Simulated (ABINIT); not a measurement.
Crystal: BaS.

```
Ba S
1.0
     0.00000    3.19375    3.19375
     3.19375    0.00000    3.19375
     3.19375    3.19375    0.00000
Ba S
1 1
Direct
  0.00000 0.00000 0.00000
  0.50000 0.50000 0.50000
```

Base run:

* Program: ABINIT 10.8.3 (patched build)
* Functional: RPBE
* Potentials or basis: JTH PAW PBE v2.0
* Cutoff: 544 eV
* k mesh: 7 × 7 × 7
* Occupations: fermi-dirac, width 0.05 eV
* Spin: no spin polarisation

Its results: band gap on the k mesh 2.33 eV, indirect (least direct gap 2.47 eV); pressure 2.9 GPa.

Task: After a change of settings the same cell gave: band gap on the k mesh 2.27 eV, indirect (least direct gap 2.41 eV); pressure 3.5 GPa. Which change was it?
A. functional from RPBE to LDA-PZ; potentials or basis from JTH PAW PBE v2.0 to JTH PAW LDA v2.0
B. functional from RPBE to PBE
C. functional from RPBE to BLYP
D. functional from RPBE to PBEsol; k mesh from 7 × 7 × 7 to 3 × 3 × 3

Result: C.

Caveats: this set's barium file shifts pressures by 1.5 GPa and gaps by 0.1 eV against other sets; the PAW data sets were made with another functional, which shifts forces and pressure a little; spin-orbit coupling is left out, which moves the levels of the heavy elements.
